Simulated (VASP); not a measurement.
# Be16H (a cell with a defect) in VASP: notebook

The runs below take Be16H (a cell with a defect) through single point, relaxation of the atoms, with PBE+D3(BJ).

Program: VASP 6.6.1. These are calculated values, not measurements. Logs are shortened: lines on timing, memory, paths and dates and some standing lists are left out, and cuts for length are marked.

## (1) The structure

The cell holds a defect, 17 atoms: a = 4.580 Å, b = 3.966 Å, c = 7.177 Å, α = 90.00°, β = 90.00°, γ = 90.00°.

The cell was built by a generator and needn't be a form met in nature.

## (2) Single point, PBE+D3(BJ)

File INCAR:

```
SYSTEM = Be16H
PREC = Accurate
ENCUT = 520
EDIFF = 1E-6
ISMEAR = -1
SIGMA = 0.15
LREAL = Auto
LASPH = .True.
NELM = 100
ALGO = Fast
ISIF = 2
LWAVE = .False.
LCHARG = .False.
GGA = PE
IVDW = 12
NBANDS = 30
```

File KPOINTS:

```
Automatic mesh
0
Gamma
  3 3 2
  0 0 0
```

File POSCAR:

```
Be16H
1.0
   -2.2900000000     -3.9663960000      0.0000000000
    3.4350000000     -1.9831980000      0.0000000000
    0.0000000000      0.0000000000      7.1768600000
Be H
16 1
Direct
    0.7501440220      0.5076940590      0.0045774265
    0.4986487649      0.3352177539      0.2506522260
    0.7498311066      0.4936795564      0.4960826946
    0.4923012519      0.3393908874      0.7455534047
    0.4922940683     -0.0069124908      0.0045172804
    0.2496832377      0.8308739349      0.2531409152
    0.4986002212     -0.0011834881      0.4994502467
    0.2493693682      0.8324144962      0.7487153771
    0.2492814609      0.5014630511      0.0020840901
    0.0006958327      0.3352439996      0.2505206189
    0.2496116189      0.5031863533      0.4969059255
    0.0077479906      0.3386774233      0.7455824984
    0.0079879659     -0.0063175647      0.0046445870
    0.7498533770      0.8408941176      0.2537751218
    0.0008002734     -0.0012017975      0.4996091123
    0.7501921521      0.8276480073      0.7450041495
    0.7446878877      0.1754821012      0.8743048254
```

Potentials or basis: VASP PAW PBE potentials, release 64 (Be, H).

On the command line:

```sh
cat potpaw_PBE.64/Be/POTCAR potpaw_PBE.64/H/POTCAR > POTCAR
mpirun -np 1 vasp_std > vasp.out
```

OUTCAR:

```text
SYSTEM = Be16H
   PREC = Accurate
   ENCUT = 520
   EDIFF = 1E-6
   ISMEAR = -1
   LREAL = Auto
   LASPH = .True.
   NELM = 100
   ISIF = 2
   GGA = PE
   IVDW = 12
 IVDW          = 12

 ion  position               nearest neighbor table
   1  0.750  0.508  0.005-  17 1.62  10 2.21   2 2.22  14 2.22  16 2.25   5 2.26  13 2.26   9 2.29
                             9 2.29   4 2.30  12 2.30  13 2.36   5 2.36
   2  0.499  0.335  0.251-   3 2.20  11 2.21   1 2.22   9 2.22   5 2.23   7 2.23   6 2.27  14 2.27
                            10 2.28  10 2.30   6 2.30  14 2.31
   3  0.750  0.494  0.496-  10 2.20   2 2.20  14 2.22  16 2.22   4 2.23  12 2.23  15 2.27   7 2.28
                            11 2.29  11 2.29  15 2.31   7 2.31
   4  0.492  0.339  0.746-  17 1.62  11 2.20  12 2.22   7 2.22   3 2.23   9 2.25   8 2.25  16 2.27
                             8 2.30   1 2.30   5 2.31  16 2.35  12 2.36
   5  0.492  0.993  0.005-   6 2.20  13 2.22  14 2.23   2 2.23   8 2.24   9 2.25   1 2.26  16 2.30
                             9 2.30   4 2.31   1 2.36  13 2.36
   6  0.250  0.831  0.253-  11 2.18  13 2.20   5 2.20   7 2.21  15 2.21   9 2.23  10 2.27   2 2.27
                            14 2.29  14 2.29   2 2.30  10 2.30
   7  0.499  0.999  0.499-  14 2.20   6 2.21  16 2.21   8 2.22   4 2.22   2 2.23  11 2.27   3 2.28
                            15 2.28  15 2.30  11 2.30   3 2.31
   8  0.249  0.832  0.749-  15 2.22   7 2.22  11 2.23  13 2.24   5 2.24   9 2.24  12 2.25   4 2.25
                            16 2.29  12 2.29  16 2.29   4 2.30
   9  0.249  0.501  0.002-  10 2.22   2 2.22   6 2.23  12 2.24   8 2.24  13 2.24   5 2.25   4 2.25
                             1 2.29   1 2.29  13 2.30   5 2.30
  10  0.001  0.335  0.251-   3 2.20  11 2.21   1 2.21   9 2.22  13 2.22  15 2.23  14 2.27   6 2.27
                             2 2.28   2 2.30   6 2.30  14 2.31
  11  0.250  0.503  0.497-   6 2.18  12 2.20   4 2.20   2 2.21  10 2.21   8 2.23  15 2.27   7 2.27
                             3 2.29   3 2.29  15 2.30   7 2.30
  12  0.008  0.339  0.746-  11 2.20   4 2.22  15 2.22   3 2.23   9 2.24   8 2.25  16 2.27   8 2.29
                             1 2.30  13 2.31  16 2.35   4 2.36
  13  0.008  0.994  0.005-   6 2.20   5 2.22  10 2.22  14 2.23   8 2.24   9 2.24   1 2.26   9 2.30
                            16 2.30  12 2.31   1 2.36   5 2.36
  14  0.750  0.841  0.254-   7 2.20  15 2.20   3 2.22   1 2.22   5 2.23  13 2.23  10 2.27   2 2.27
                             6 2.29   6 2.29  10 2.31   2 2.31
  15  0.001  0.999  0.500-  14 2.20   6 2.21  16 2.21   8 2.22  12 2.22  10 2.23  11 2.27   3 2.27
                             7 2.28   7 2.30  11 2.30   3 2.31
  16  0.750  0.828  0.745-  15 2.21   7 2.21   3 2.22   1 2.25   4 2.27  12 2.27   8 2.29   8 2.29
                             5 2.30  13 2.30  12 2.35   4 2.35
  17  0.745  0.175  0.874-   1 1.62   4 1.62

  LATTYP: Found a simple orthorhombic cell.
 ALAT       =     3.9663962620
 B/A-ratio  =     1.1547004875
 C/A-ratio  =     1.8094157835

  Lattice vectors:

 A1 = (  -3.4350000000,   1.9831980000,   0.0000000000)
 A2 = (  -2.2900000000,  -3.9663960000,   0.0000000000)
 A3 = (   0.0000000000,   0.0000000000,   7.1768600000)

Analysis of symmetry for initial positions (statically):
[... 158 lines left out ...]
   IMIX   =      4    mixing-type and parameters
     AMIX     =   0.40;   BMIX     =  1.00
     AMIX_MAG =   1.60;   BMIX_MAG =  1.00
  volume/ion in A,a.u.               =       7.67        51.75
  Fermi-wavevector in a.u.,A,eV,Ry     =   1.035573  1.956950 14.591049  1.072412
  Thomas-Fermi vector in A             =   2.169923
   LORBIT       =      0    0 simple, 1 ext, 2 COOP (PROOUT), +10 PAW based schemes
   GGA     = PE    functional components
   LHFCALC =     F    Hartree Fock is set to
   AEXX    =    0.0000 exact exchange contribution
   IVDW    =    12    specifies the selected vdW correction
   LEPSILON=     F    determine dielectric tensor
   LRPA    =     F    only Hartree local field effects (RPA)
 non-spin polarized calculation
 RMM-DIIS sequential band-by-band and
  energy-cutoff  :      520.00
  volume of cell :      130.38
 maximum number of plane-waves:      3531
 NGX is ok and might be reduce to    36
   NGX = 17   NGY = 15   NGZ = 27

 number of electron      33.0000001 magnetization

 Free energy of the ion-electron system (eV)
  ---------------------------------------------------
  ext. energy  EPLUGINS =         0.00000000
  ---------------------------------------------------
  free energy    TOTEN  =       -61.81834908 eV

  energy without entropy =      -61.64590280  energy(sigma->0) =      -61.73212594

 E-fermi :   7.1878     XC(G=0): -10.5856

 val. band max:        7.1001024096   @ k =   0.3333   0.0000   0.0000
 cond. band min:       7.2135677553   @ k =   0.0000   0.3333   0.0000
 fundamental gap:      0.1134653458
 Fermi energy:         7.1877553902

 k-point     1 :       0.0000    0.0000    0.0000
  band No.  band energies     occupation
      1      -5.2113      2.00000
      2      -3.0074      2.00000
      3      -2.1765      2.00000
      4      -0.2143      2.00000
      5       0.9670      2.00000
      6       1.5492      2.00000
[... 299 lines left out ...]
     27      12.3754      0.00000
     28      12.5850      0.00000
 [bands above 28 left out]

------------------------ aborting loop because EDIFF is reached ----------------------------------------

 Edisp (eV)   -5.70775

 E8    (eV) :    -1.9581

  FORCE on cell =-STRESS in cart. coord.  units (eV):
  Direction    XX          YY          ZZ          XY          YZ          ZX
  --------------------------------------------------------------------------------------
  -------------------------------------------------------------------------------------
  Total      -6.51962    -5.10253    -6.54256     1.24588    -0.00823     0.00045
  in kB     -80.11924   -62.70475   -80.40113    15.31050    -0.10108     0.00550
  external pressure =      -74.41 kB  Pullay stress =        0.00 kB

 VOLUME and BASIS-vectors are now :
 -----------------------------------------------------------------------------
  energy-cutoff  :      520.00
  volume of cell :      130.38
      direct lattice vectors                 reciprocal lattice vectors
    -2.290000000 -3.966396000  0.000000000    -0.109170306 -0.189088533  0.000000000
     3.435000000 -1.983198000  0.000000000     0.218340611 -0.126059022  0.000000000
     0.000000000  0.000000000  7.176860000     0.000000000  0.000000000  0.139336702

 POSITION                                       TOTAL-FORCE (eV/Angst)
 -----------------------------------------------------------------------------------
      0.02610     -3.98223      0.03285         0.019777     -0.006871      0.016975
      0.00957     -2.64264      1.79890        -0.001470      0.001201     -0.009921
     -0.02132     -3.95319      3.56032        -0.002170      0.002159      0.007537
      0.03844     -2.62574      5.35073         0.018914     -0.000780     -0.023617
      2.28390     -3.92212      0.03242        -0.002771      0.001732      0.019881
      2.28228     -2.63813      1.81676         0.000161     -0.000213      0.008855
[... 9 lines left out ...]
      1.12503     -4.61695      5.34679         0.017035     -0.004471      0.013823
     -1.10255     -3.30174      6.27476        -0.071874     -0.014559     -0.015483
 -----------------------------------------------------------------------------------
    total drift:                                0.000984     -0.000961      0.001238

  FREE ENERGIE OF THE ION-ELECTRON SYSTEM (eV)
  ---------------------------------------------------
  free  energy   TOTEN  =       -67.5260992988 eV

  energy  without entropy=      -67.3536530177  energy(sigma->0) =      -67.43987616
```

Run time: 35 s. Hardware: 1 thread of AMD EPYC 9R45 (Zen 5), shared host; peak memory 0.22 GiB.

Results:

```yaml
Free_energy: -67.5261 eV
Pressure: -7.4 GPa
Largest_force: 0.075 eV/Å
Band_gap_on_the_k_mesh: none (metal or under the smearing width)
Dispersion_energy_per_atom: -0.336 eV
```

Forces in eV/Å, atoms in the order of the input:
```
Be   0.020 -0.007  0.017
Be  -0.001  0.001 -0.010
Be  -0.002  0.002  0.008
Be   0.019 -0.001 -0.024
Be  -0.003  0.002  0.020
Be   0.000  0.000  0.009
Be   0.002 -0.001  0.006
Be  -0.005 -0.001  0.008
Be  -0.004 -0.003 -0.012
Be  -0.003  0.001 -0.005
Be  -0.004  0.001 -0.007
Be   0.014  0.011 -0.009
Be   0.016  0.016  0.006
Be   0.004 -0.001 -0.005
Be   0.003 -0.002  0.001
Be   0.017 -0.004  0.014
H   -0.072 -0.015 -0.015
```

Levels at points of the mesh, in eV from the Fermi level:
| k point | band 13 | band 14 | band 15 | band 16 | band 17 | band 18 | band 19 | band 20 |
| --- | --- | --- | --- | --- | --- | --- | --- | --- |
| (0.00, 0.00, 0.00) | -3.89 | -3.43 | 0.13 | 0.24 | 0.52 | 0.61 | 0.95 | 1.22 |
| (0.00, 0.00, 0.50) | -2.19 | -2.03 | -1.85 | -1.80 | 0.62 | 1.57 | 1.68 | 1.92 |

Caveat: the k mesh is coarse (spacing up to 0.53 Å⁻¹), so the values aren't converged.

## (3) Relaxation of the atoms, PBE+D3(BJ)

File INCAR:

```
  ALGO = Normal
  EDIFF = 1E-7
  EDIFFG = -0.08
  ENCUT = 520
  GGA = PE
  IBRION = 2
  ISIF = 2
  ISMEAR = -1
  IVDW = 12
  LASPH = True
  LCHARG = False
  LREAL = Auto
  LWAVE = False
  NELM = 100
  NSW = 45
  PREC = Accurate
  SIGMA = 0.15
```

File KPOINTS:

```
k-points
0
Gamma
  3 3 2
```

File POSCAR:

```
Be16H
1.0
   -2.2900000000     -3.9663960000      0.0000000000
    3.4350000000     -1.9831980000      0.0000000000
    0.0000000000      0.0000000000      7.1768600000
Be H
16 1
Direct
    0.7500000000      0.5000000000      0.0000000000
    0.5000000000      0.3333333000      0.2500000000
    0.7500000000      0.5000000000      0.5000000000
    0.5000000000      0.3333333000      0.7500000000
    0.5000000000      0.0000000000      0.0000000000
    0.2500000000      0.8333333000      0.2500000000
    0.5000000000      0.0000000000      0.5000000000
    0.2500000000      0.8333333000      0.7500000000
    0.2500000000      0.5000000000      0.0000000000
    0.0000000000      0.3333333000      0.2500000000
    0.2500000000      0.5000000000      0.5000000000
    0.0000000000      0.3333333000      0.7500000000
    0.0000000000      0.0000000000      0.0000000000
    0.7500000000      0.8333333000      0.2500000000
    0.0000000000      0.0000000000      0.5000000000
    0.7500000000      0.8333333000      0.7500000000
    0.7417306000      0.1795840000      0.8751205000
```

Potentials or basis: VASP PAW PBE potentials, release 64 (Be, H).

On the command line:

```sh
cat potpaw_PBE.64/Be/POTCAR potpaw_PBE.64/H/POTCAR > POTCAR
mpirun -np 1 vasp_std > vasp.out
```

It took 2 min on 1 thread of AMD EPYC 9R45 (Zen 5), shared host; peak memory 0.23 GiB.

Results (log left out):

```
Free energy                  : -67.5259 eV
Energy gained by relaxing    : 6.6 meV/atom
Ionic steps                  : 5
Pressure after relaxing      : -7.4 GPa
Largest force after relaxing : 0.057 eV/Å
Band gap on the k mesh       : none (metal or under the smearing width)
Dispersion energy per atom   : -0.336 eV
```

Forces in eV/Å, atoms in the order of the input:
```
Be  -0.015  0.015  0.004
Be   0.008  0.006 -0.029
Be  -0.014  0.015 -0.005
Be  -0.006 -0.017 -0.017
Be  -0.002 -0.016  0.024
Be   0.015 -0.008 -0.028
Be   0.011  0.007  0.028
Be  -0.001  0.000  0.013
Be   0.000 -0.001 -0.017
Be   0.003 -0.003 -0.028
Be  -0.015  0.008  0.038
Be   0.016  0.010 -0.024
Be   0.011  0.015  0.029
Be   0.027 -0.010  0.003
Be   0.003 -0.006  0.027
Be   0.014 -0.001 -0.007
H   -0.054 -0.013 -0.011
```

Stress tensor (GPa, compression positive):
```
-8.00  1.50  0.01
 1.50 -6.30 -0.01
 0.01 -0.01 -8.04
```

The path:
```
step  energy change (eV)  largest force (eV/Å)  pressure (GPa)
   1              0.0000                0.7316           -7.18
   2             -0.0889                0.2471           -7.41
   3             -0.1049                0.1859           -7.46
   4             -0.1109                0.0891           -7.46
   5             -0.1125                0.0571           -7.45
```

Final structure:
```yaml
crystal:
  lattice:
    - [-2.29000, -3.96640, 0.00000]
    - [3.43500, -1.98320, 0.00000]
    - [0.00000, 0.00000, 7.17686]
  atoms:
    - { symbol: Be, position: [0.75008, 0.50885, 0.00498] }
    - { symbol: Be, position: [0.49907, 0.33476, 0.25094] }
    - { symbol: Be, position: [0.74999, 0.49447, 0.49659] }
    - { symbol: Be, position: [0.49152, 0.33994, 0.74549] }
    - { symbol: Be, position: [0.49175, 0.99307, 0.00440] }
    - { symbol: Be, position: [0.24973, 0.83027, 0.25342] }
    - { symbol: Be, position: [0.49907, 0.99876, 0.49907] }
    - { symbol: Be, position: [0.24938, 0.83235, 0.74838] }
    - { symbol: Be, position: [0.24934, 0.50138, 0.00220] }
    - { symbol: Be, position: [0.00067, 0.33465, 0.25093] }
    - { symbol: Be, position: [0.24964, 0.50332, 0.49632] }
    - { symbol: Be, position: [0.00766, 0.33890, 0.74586] }
    - { symbol: Be, position: [0.00779, 0.99397, 0.00420] }
    - { symbol: Be, position: [0.74999, 0.83980, 0.25356] }
    - { symbol: Be, position: [0.00071, 0.99887, 0.49914] }
    - { symbol: Be, position: [0.75009, 0.82820, 0.74533] }
    - { symbol: H, position: [0.74524, 0.17468, 0.87430] }
```

Levels at points of the mesh, in eV from the Fermi level:
```csv
k point,band 13,band 14,band 15,band 16,band 17,band 18,band 19,band 20
"(0.00, 0.00, 0.00)",-3.90,-3.44,0.13,0.23,0.53,0.61,0.95,1.23
"(0.00, 0.00, 0.50)",-2.19,-2.03,-1.85,-1.80,0.62,1.56,1.68,1.92
```

Caveat: the k mesh is coarse (spacing up to 0.53 Å⁻¹), so the values aren't converged; the relaxation stopped at a loose force limit of 0.08 eV/Å, so its end isn't a converged minimum.

## (4) Single point, PBE+D3(BJ)

File INCAR:

```
ALGO     = Normal         # electronic algorithm
EDIFF    = 1E-6           # SCF threshold, eV
ENCUT    = 520            # plane-wave cutoff, eV
GGA      = PE             # functional
ISIF     = 2              # what is computed and relaxed
ISMEAR   = -1             # smearing method
IVDW     = 12             # dispersion correction
LASPH    = T              # aspherical terms in the spheres
LCHARG   = F              # write CHGCAR
LREAL    = Auto         
LWAVE    = F              # write WAVECAR
NBANDS   = 30             # bands
NELM     = 100            # most SCF steps
PREC     = Accurate       # precision mode
SIGMA    = 0.15           # smearing width, eV
```

KPOINTS is that of step 3.

File POSCAR:

```
Be16H
1.0
   -2.2900000000     -3.9663960000      0.0000000000
    3.4350000000     -1.9831980000      0.0000000000
    0.0000000000      0.0000000000      7.1768600000
Be H
16 1
Direct
    0.7173822448      0.4468428939      0.0182949089
    0.4464249434      0.2399164834      0.2545124191
    0.6598881891      0.4198381232      0.5284065733
    0.3927312192      0.3897101869      0.7679402970
    0.5043269237     -0.0130396928      0.0107428597
    0.1952440382      0.8066692423      0.2766112199
    0.4674962814      0.0063657888      0.5366692398
    0.2154167056      0.8181089536      0.7855663898
    0.2312218284      0.5027650617      0.0033301472
   -0.0353726240      0.3197370280      0.3007025356
    0.1510821128      0.5423807972      0.5160613416
   -0.0778569812      0.2749657971      0.8332892100
    0.0005363308      0.0463255306      0.0370635626
    0.7523154405      0.7853573097      0.3039351471
   -0.0379421062     -0.0041884783      0.5568591278
    0.7282564079      0.7865814189      0.7926586279
    0.8326543262      0.4840985173      0.6953876765
```

On the command line:

```sh
cat potpaw_PBE.64/Be/POTCAR potpaw_PBE.64/H/POTCAR > POTCAR
mpirun -np 1 vasp_std > vasp.out
```

Run time: 38 s. Hardware: 1 thread of AMD EPYC 9R45 (Zen 5), shared host; peak memory 0.22 GiB.

The run converged. Its results:

| Property | Result |
| --- | --- |
| Free energy | -63.4664 eV |
| Pressure | 2.3 GPa |
| Largest force | 4.039 eV/Å |
| Band gap on the k mesh | none (metal or under the smearing width) |
| Dispersion energy per atom | -0.336 eV |

Forces in eV/Å, atoms in the order of the input:
```
Be   2.033  0.313  3.112
Be   1.420 -1.165  0.531
Be   1.142 -1.813 -0.761
Be  -3.086  0.164 -0.833
Be   0.274  0.861  0.200
Be  -0.546 -1.136 -0.303
Be  -1.080  2.188 -0.119
Be   1.922 -0.562 -0.428
Be   0.465  0.380  2.058
Be  -0.417  0.798 -0.740
Be  -1.657 -0.684  0.853
Be  -0.734 -1.014 -3.840
Be  -2.497  1.191  2.325
Be   1.072  1.092 -0.429
Be   0.866 -0.540 -0.561
Be   0.330 -0.134 -0.486
H    0.493  0.060 -0.579
```

Stress tensor (GPa, compression positive):
```
 3.33 -3.75  0.91
-3.75 -2.98  3.71
 0.91  3.71  6.62
```

Levels at points of the mesh, in eV from the Fermi level:
```csv
k point,band 13,band 14,band 15,band 16,band 17,band 18,band 19,band 20
"(0.00, 0.00, 0.00)",-3.46,-3.29,-0.40,-0.13,0.23,0.45,1.00,1.63
"(0.00, 0.00, 0.50)",-2.14,-1.79,-1.56,-1.31,0.71,0.90,1.50,1.85
```

Caveat: the k mesh is coarse (spacing up to 0.53 Å⁻¹), so the values aren't converged.

[end of part 1 of 2]
